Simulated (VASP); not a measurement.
# CdSe (F-43m) in VASP: a series of runs

The runs below take CdSe through single point, relaxation of cell and atoms, with PBE.

Program: VASP 6.6.1. These are calculated values, not measurements. Logs are shortened: lines on timing, memory, paths and dates and some standing lists are left out, and cuts for length are marked.

### Step 1. The structure

Symmetry: F-43m, No. 216, cubic system. Conventional cell: a = 6.196 Å, b = 6.196 Å, c = 6.196 Å, α = 90.00°, β = 90.00°, γ = 90.00°. Cd (site symmetry -43m) is surrounded by 4 Se at 2.68 Å. Se (site symmetry -43m) is surrounded by 4 Cd at 2.68 Å.

The cell was built by a generator and needn't be a form met in nature.

### Step 2. Single point, PBE

INCAR reads:

```
  ALGO = Normal
  EDIFF = 1E-6
  ENCUT = 520
  GGA = PE
  ISIF = 2
  ISMEAR = 0
  LASPH = True
  LCHARG = False
  LREAL = False
  LWAVE = False
  NBANDS = 16
  NELM = 100
  PREC = Accurate
  SIGMA = 0.02
```

KPOINTS reads:

```
k-points
0
Gamma
  10 10 10
```

POSCAR reads:

```
CdSe
1.0
    0.0000000000      3.0980658688      3.0980658688
    3.0980658688      0.0000000000      3.0980658688
    3.0980658688      3.0980658688      0.0000000000
Cd Se
1 1
Direct
    0.0000000000      0.0000000000      0.0000000000
    0.2500000000      0.2500000000      0.2500000000
```

Potentials or basis: VASP PAW PBE potentials, release 64 (Cd, Se).

On the command line:

```
$ cat potpaw_PBE.64/Cd/POTCAR potpaw_PBE.64/Se/POTCAR > POTCAR
$ mpirun -np 1 vasp_std > vasp.out
```

OUTCAR:

```text
EDIFF = 1E-6
   ENCUT = 520
   GGA = PE
   ISIF = 2
   ISMEAR = 0
   LASPH = True
   LREAL = False
   NELM = 100
   PREC = Accurate

 ion  position               nearest neighbor table
   1  0.000  0.000  0.000-   2 2.68   2 2.68   2 2.68   2 2.68
   2  0.250  0.250  0.250-   1 2.68   1 2.68   1 2.68   1 2.68

  LATTYP: Found a face centered cubic cell.
 ALAT       =     6.1961317376

  Lattice vectors:

 A1 = (   0.0000000000,   3.0980658688,   3.0980658688)
 A2 = (   3.0980658688,   0.0000000000,   3.0980658688)
 A3 = (   3.0980658688,   3.0980658688,   0.0000000000)

Analysis of symmetry for initial positions (statically):
=====================================================================
 Subroutine PRICEL returns:
 Original cell was already a primitive cell.

 Routine SETGRP: Setting up the symmetry group for a
 face centered cubic supercell.

 Subroutine GETGRP returns: Found 24 space group operations
 (whereof 24 operations were pure point group operations)
 out of a pool of 48 trial point group operations.

The static configuration has the point symmetry T_d .

Analysis of symmetry for dynamics (positions and initial velocities):
=====================================================================
 Subroutine PRICEL returns:
 Original cell was already a primitive cell.

 Routine SETGRP: Setting up the symmetry group for a
 face centered cubic supercell.

 Subroutine GETGRP returns: Found 24 space group operations
 (whereof 24 operations were pure point group operations)
 out of a pool of 48 trial point group operations.

The dynamic configuration has the point symmetry T_d .

 Subroutine INISYM returns: Found 24 space group operations
 (whereof 24 operations are pure point group operations),
 and found     1 'primitive' translations

----------------------------------------------------------------------------------------

                                     Primitive cell

  volume of cell :      59.4705

  direct lattice vectors                    reciprocal lattice vectors
     0.000000000  3.098065869  3.098065869    -0.161391017  0.161391017  0.161391017
     3.098065869  0.000000000  3.098065869     0.161391017 -0.161391017  0.161391017
     3.098065869  3.098065869  0.000000000     0.161391017  0.161391017 -0.161391017

  length of vectors
     4.381326769  4.381326769  4.381326769     0.279537441  0.279537441  0.279537441

  position of ions in fractional coordinates (direct lattice)
     0.000000000  0.000000000  0.000000000
     0.250000000  0.250000000  0.250000000

  ion indices of the primitive-cell ions
   primitive index   ion index
                 1           1
                 2           2

----------------------------------------------------------------------------------------

 KPOINTS: k-points

Automatic generation of k-mesh.
 Grid dimensions read from file:
 generate k-points for:   10   10   10

 Generating k-lattice:

  Cartesian coordinates                     Fractional coordinates (reciprocal lattice)
    -0.016139102  0.016139102  0.016139102     0.100000000  0.000000000  0.000000000
     0.016139102 -0.016139102  0.016139102     0.000000000  0.100000000  0.000000000
     0.016139102  0.016139102 -0.016139102     0.000000000  0.000000000  0.100000000

  Length of vectors
     0.027953744  0.027953744  0.027953744

  Shift w.r.t. Gamma in fractional coordinates (k-lattice)
     0.000000000  0.000000000  0.000000000

 Subroutine IBZKPT returns following result:
 ===========================================

 Found     47 irreducible k-points:

 Following reciprocal coordinates:
            Coordinates               Weight
  0.000000  0.000000  0.000000      1.000000
  0.100000  0.000000  0.000000      8.000000
  0.200000  0.000000  0.000000      8.000000
  0.300000  0.000000  0.000000      8.000000
  0.400000  0.000000  0.000000      8.000000
  0.500000  0.000000  0.000000      4.000000
[... 16 lines left out ...]
  0.300000  0.300000  0.000000      6.000000
  0.400000  0.300000  0.000000     24.000000
 [... further k-points ...]
   k-points           NKPTS =     47   k-points in BZ     NKDIM =     47   number of bands    NBANDS=     16
   number of dos      NEDOS =    301   number of ions     NIONS =      2
   total plane-waves  NPLWV =  46656
   dimension x,y,z NGX =    36 NGY =   36 NGZ =   36
   dimension x,y,z NGXF=    72 NGYF=   72 NGZF=   72
   ions per type =               1   1
   NGX,Y,Z   is equivalent  to a cutoff of  13.66, 13.66, 13.66 a.u.
   NGXF,Y,Z  is equivalent  to a cutoff of  27.32, 27.32, 27.32 a.u.
 SYSTEM =  unknown system
   PREC   = accura    normal or accurate (medium, high low for compatibility)
   ISTART =      0    job   : 0-new  1-cont  2-samecut
   ICHARG =      2    charge: 1-file 2-atom 10-const
   ISPIN  =      1    spin polarized calculation?
   LNONCOLLINEAR =      F non collinear calculations
   LSORBIT =      F    spin-orbit coupling
   LASPH  =      T    aspherical Exc in radial PAW
   ENCUT  =  520.0 eV  38.22 Ry    6.18 a.u.   8.15  8.15  8.15*2*pi/ulx,y,z
   NELM   =    100;   NELMIN=  2; NELMDL= -5     # of ELM steps
   EDIFF  = 0.1E-05   stopping-criterion for ELM
   LREAL  =      F    real-space projection
   EDIFFG = 0.1E-04   stopping-criterion for IOM
   NSW    =      0    number of steps for IOM
   IBRION =     -1    ionic relax: 0-MD 1-quasi-New 2-CG
   NFREE  =      0    steps in history (QN), initial steepest desc. (CG)
   ISIF   =      2    stress and relaxation
   ISYM   =      2    0-nonsym 1-usesym 2-fastsym
   POTIM  = 0.5000    time-step for ionic-motion
   TEBEG  =    0.0;   TEEND  =   0.0 temperature during run
   PSTRESS=    0.0 pullay stress
   NELECT =      18.0000    total number of electrons
   NUPDOWN=      -1.0000    fix difference up-down
   EMIN   =  10.00;   EMAX   =-10.00  energy-range for DOS
   EFERMI =   0.00;   METHOD = LEGACY
   ISMEAR =     0;   SIGMA  =   0.02  broadening in eV -4-tet -1-fermi 0-gaus
   EFERMI_NEDOS =   21; number of points for ismear=-14 and -15
   IALGO  =     38    algorithm
   IMIX   =      4    mixing-type and parameters
     AMIX     =   0.40;   BMIX     =  1.00
     AMIX_MAG =   1.60;   BMIX_MAG =  1.00
  volume/ion in A,a.u.               =      29.74       200.66
  Fermi-wavevector in a.u.,A,eV,Ry     =   1.099170  2.077131 16.438226  1.208176
  Thomas-Fermi vector in A             =   2.235560
   LORBIT       =      0    0 simple, 1 ext, 2 COOP (PROOUT), +10 PAW based schemes
   GGA     = PE    functional components
   LHFCALC =     F    Hartree Fock is set to
   AEXX    =    0.0000 exact exchange contribution
   IVDW    =     0    specifies the selected vdW correction
   LEPSILON=     F    determine dielectric tensor
   LRPA    =     F    only Hartree local field effects (RPA)
 non-spin polarized calculation
 Gauss-broadening in eV      SIGMA  =   0.02
  energy-cutoff  :      520.00
  volume of cell :       59.47
 maximum number of plane-waves:      1639
 NGX is ok and might be reduce to    36
   NGX = 17   NGY = 17   NGZ = 17

 number of electron      18.0000000 magnetization

 Free energy of the ion-electron system (eV)
  ---------------------------------------------------
  ext. energy  EPLUGINS =         0.00000000
  ---------------------------------------------------
  free energy    TOTEN  =        -5.49989361 eV

  energy without entropy =       -5.49989361  energy(sigma->0) =       -5.49989361

 E-fermi :   0.6276     XC(G=0):  -8.6355

 val. band max:        0.5149445011   @ k =   0.0000   0.0000   0.0000
 cond. band min:       1.0084875019   @ k =   0.0000   0.0000   0.0000
 fundamental gap:      0.4935430007
 Fermi energy:         0.6276025247

 k-point     1 :       0.0000    0.0000    0.0000
  band No.  band energies     occupation
      1     -11.7823      2.00000
      2      -7.2471      2.00000
      3      -7.2471      2.00000
      4      -7.2471      2.00000
      5      -6.9294      2.00000
      6      -6.9294      2.00000
[... 8 lines left out ...]
     15      11.4866      0.00000
     16      11.4866      0.00000

 k-point     2 :       0.1000    0.0000    0.0000
  band No.  band energies     occupation
      1     -11.7517      2.00000
      2      -7.2375      2.00000
      3      -7.2375      2.00000
      4      -7.2187      2.00000
      5      -6.9300      2.00000
      6      -6.9300      2.00000
[... 8 lines left out ...]
     15      10.9164      0.00000
     16      10.9164      0.00000

 k-point     3 :       0.2000    0.0000    0.0000
  band No.  band energies     occupation
      1     -11.6710      2.00000
      2      -7.2137      2.00000
      3      -7.2137      2.00000
      4      -7.1272      2.00000
      5      -6.9294      2.00000
      6      -6.9294      2.00000
[... 8 lines left out ...]
     15      10.4939      0.00000
     16      10.7874      0.00000

 k-point     4 :       0.3000    0.0000    0.0000
  band No.  band energies     occupation
      1     -11.5703      2.00000
      2      -7.1882      2.00000
      3      -7.1882      2.00000
      4      -6.9664      2.00000
      5      -6.9238      2.00000
      6      -6.9238      2.00000
[... 8 lines left out ...]
     15      10.7323      0.00000
     16      10.7323      0.00000
[... 324 lines left out ...]
 k-point    22 :      -0.2000    0.2000    0.0000
  band No.  band energies     occupation
      1     -11.5364      2.00000
      2      -7.1737      2.00000
      3      -7.1608      2.00000
      4      -6.9703      2.00000
      5      -6.9411      2.00000
      6      -6.8735      2.00000
[... 8 lines left out ...]
     15      11.5844      0.00000
     16      12.6776      0.00000

 k-point    23 :       0.3000    0.3000    0.0000
  band No.  band energies     occupation
      1     -11.5018      2.00000
      2      -7.1090      2.00000
      3      -7.1090      2.00000
      4      -7.0687      2.00000
      5      -6.8970      2.00000
      6      -6.8850      2.00000
[... 8 lines left out ...]
     15      12.2127      0.00000
     16      14.0711      0.00000

 k-point    24 :       0.4000    0.3000    0.0000
  band No.  band energies     occupation
      1     -11.4379      2.00000
      2      -7.1011      2.00000
      3      -7.0816      2.00000
      4      -7.0357      2.00000
      5      -6.8918      2.00000
      6      -6.7774      2.00000
[... 8 lines left out ...]
     15      12.5902      0.00000
     16      13.8714      0.00000

 [... further k-points ...]

------------------------ aborting loop because EDIFF is reached ----------------------------------------

  FORCE on cell =-STRESS in cart. coord.  units (eV):
  Direction    XX          YY          ZZ          XY          YZ          ZX
  --------------------------------------------------------------------------------------
  -------------------------------------------------------------------------------------
  Total        0.0910270      0.0910270      0.0910270     -0.0000000      0.0000000     -0.0000000
  in kB        2.4523300      2.4523300      2.4523300     -0.0000000      0.0000000     -0.0000000
  external PRESSURE =       2.4523300 kB  Pullay stress =       0.0000000 kB

 VOLUME and BASIS-vectors are now :
 -----------------------------------------------------------------------------
  energy-cutoff  :      520.00
  volume of cell :       59.47
      direct lattice vectors                 reciprocal lattice vectors
     0.000000000  3.098065869  3.098065869    -0.161391017  0.161391017  0.161391017
     3.098065869  0.000000000  3.098065869     0.161391017 -0.161391017  0.161391017
     3.098065869  3.098065869  0.000000000     0.161391017  0.161391017 -0.161391017

 POSITION                                       TOTAL-FORCE (eV/Angst)
 -----------------------------------------------------------------------------------
      0.00000      0.00000      0.00000         0.000000      0.000000      0.000000
      1.54903      1.54903      1.54903        -0.000000     -0.000000     -0.000000
 -----------------------------------------------------------------------------------
    total drift:                               -0.000000     -0.000000     -0.000000

  FREE ENERGIE OF THE ION-ELECTRON SYSTEM (eV)
  ---------------------------------------------------
  free  energy   TOTEN  =        -5.4998936147 eV

  energy  without entropy=       -5.4998936147  energy(sigma->0) =       -5.49989361
```

It took 48 s on 1 thread of Intel Xeon Platinum 8488C (Sapphire Rapids), shared host; peak memory 0.22 GiB.

What came out:

- Free energy: -5.4999 eV
- Pressure: 0.2 GPa
- Band gap on the k mesh: 0.49 eV, direct

Levels at points of the mesh, in eV from the valence-band top:
| k point | band 5 | band 6 | band 7 | band 8 | band 9 | band 10 | band 11 | band 12 | band 13 | band 14 |
| --- | --- | --- | --- | --- | --- | --- | --- | --- | --- | --- |
| (0.00, 0.00, 0.00) | -7.44 | -7.44 | 0.00 | 0.00 | 0.00 | 0.49 | 5.93 | 5.93 | 5.93 | 9.56 |
| (0.50, 0.00, 0.00) | -7.42 | -7.19 | -4.07 | -0.67 | -0.67 | 2.32 | 6.43 | 6.43 | 7.25 | 9.89 |
| (0.50, 0.50, 0.00) | -7.39 | -7.13 | -3.83 | -1.67 | -1.67 | 3.24 | 3.69 | 8.86 | 9.89 | 9.89 |

### Step 3. Relaxation of cell and atoms, PBE

This run uses another cell than the first one, of 28.37 Å³/atom, 0.954 times its volume.

INCAR reads:

```
ALGO     = Normal         # electronic algorithm
EDIFF    = 1E-6           # SCF threshold, eV
EDIFFG   = -0.002         # ionic threshold
ENCUT    = 600            # plane-wave cutoff, eV
GGA      = PE             # functional
IBRION   = 2              # ionic algorithm
ISIF     = 3              # what is computed and relaxed
ISMEAR   = 0              # smearing method
LASPH    = True           # aspherical terms in the spheres
LCHARG   = False          # write CHGCAR
LREAL    = False          # projectors in reciprocal space
LWAVE    = False          # write WAVECAR
NELM     = 100            # most SCF steps
NSW      = 100            # ionic steps
PREC     = Accurate       # precision mode
SIGMA    = 0.02           # smearing width, eV
```

KPOINTS is that of step 2.

POSCAR reads:

```
CdSe
1.0
    0.0000000000      3.0500000000      3.0500000000
    3.0500000000      0.0000000000      3.0500000000
    3.0500000000      3.0500000000      0.0000000000
Cd Se
1 1
Direct
    0.0000000000      0.0000000000      0.0000000000
    0.2500000000      0.2500000000      0.2500000000
```

Potentials or basis: VASP PAW PBE potentials, release 64 (Cd, Se).

On the command line:

```
$ cat potpaw_PBE.64/Cd/POTCAR potpaw_PBE.64/Se/POTCAR > POTCAR
$ mpirun -np 1 vasp_std > vasp.out
```

Run time: 1.8 min. Hardware: 1 thread of Intel Xeon Platinum 8488C (Sapphire Rapids), shared host; peak memory 0.24 GiB.

It converged, with:

| Quantity | Value |
| --- | --- |
| Free energy | -5.4991 eV |
| Relaxed volume | 29.86 Å³/atom |
| Relaxed cell | a = 4.388 Å, b = 4.388 Å, c = 4.388 Å, α = 60.00°, β = 60.00°, γ = 60.00° |
| Space group after relaxing (to 0.05 Å) | F-43m (No. 216) |
| Energy gained by relaxing | 11.6 meV/atom |
| Ionic steps | 5 |
| Pressure after relaxing | 0.0 GPa |
| Band gap on the k mesh | 0.48 eV, direct |

Step by step:
| step | energy change (eV) | largest force (eV/Å) | pressure (GPa) | volume (Å³) |
| --- | --- | --- | --- | --- |
| 1 | 0.0000 | 0.0000 | 2.60 | 56.75 |
| 2 | -0.0215 | 0.0000 | -0.63 | 60.61 |
| 3 | -0.0232 | 0.0000 | 0.01 | 59.74 |
| 4 | -0.0232 | 0.0000 | -0.04 | 59.80 |
| 5 | -0.0232 | 0.0000 | -0.01 | 59.73 |

Final structure:
```
Cd Se
1.0
     0.00000    3.10256    3.10256
     3.10256    0.00000    3.10256
     3.10256    3.10256    0.00000
Cd Se
1 1
Cartesian
  0.0000 0.0000 0.0000
  1.5513 1.5513 1.5513
```

Levels at points of the mesh, in eV from the valence-band top:
```
           k point  band 5  band 6  band 7  band 8  band 9  band 10  band 11  band 12  band 13
(0.00, 0.00, 0.00)   -7.44   -7.44    0.00    0.00    0.00     0.48     5.93     5.93     5.93
(0.50, 0.00, 0.00)   -7.42   -7.18   -4.05   -0.67   -0.67     2.31     6.42     6.42     7.24
(0.50, 0.50, 0.00)   -7.39   -7.13   -3.82   -1.66   -1.66     3.25     3.69     8.84     9.86
```

### Step 4. Single point, PBE

This run uses another cell than the first one, of 28.37 Å³/atom, 0.954 times its volume.

INCAR reads:

```
  ALGO = Normal
  EDIFF = 1E-7
  ENCUT = 520
  GGA = PE
  ISIF = 2
  ISMEAR = 0
  LASPH = T
  LCHARG = F
  LREAL = F
  LWAVE = F
  NBANDS = 16
  NELM = 100
  PREC = Accurate
  SIGMA = 0.1
```

KPOINTS reads:

```
k-points
0
Gamma
  6 6 6
```

POSCAR is that of step 3.

On the command line:

```
$ cat potpaw_PBE.64/Cd/POTCAR potpaw_PBE.64/Se/POTCAR > POTCAR
$ mpirun -np 1 vasp_std > vasp.out
```

Wall time 15 s (1 thread of Intel Xeon Platinum 8488C (Sapphire Rapids), shared host); peak memory 0.17 GiB.

Results (log left out):

| Property | Result |
| --- | --- |
| Free energy | -5.4715 eV |
| Pressure | 2.7 GPa |
| Band gap on the k mesh | 0.59 eV, direct |

Levels at points of the mesh, in eV from the valence-band top:
```
           k point  band 7  band 8  band 9  band 10  band 11  band 12
(0.00, 0.00, 0.00)    0.00    0.00    0.00     0.59     5.93     5.93
(0.50, 0.00, 0.00)   -4.34   -0.74   -0.74     2.38     6.44     6.44
(0.50, 0.50, 0.00)   -4.04   -1.82   -1.82     3.15     3.75     9.08
```

### Step 5. Overview

| task | cell | k mesh | cutoff (eV) | smearing | gap on the mesh (eV) | pressure (GPa) |
| --- | --- | --- | --- | --- | --- | --- |
| single point | F-43m, 29.74 Å³/atom | 10 × 10 × 10 | 520 | gaussian 0.02 eV | 0.49 | 0.2 |
| relaxation of cell and atoms | relaxed | 10 × 10 × 10 | 600 | gaussian 0.02 eV | 0.48 | 0.0 |
| single point | F-43m, 28.37 Å³/atom | 6 × 6 × 6 | 520 | gaussian 0.1 eV | 0.59 | 2.7 |

Alike in all rows: level PBE; potentials or basis VASP PAW PBE potentials, release 64 (Cd, Se); no spin polarisation.

Absolute energies hang on the potentials; compare differences alone.
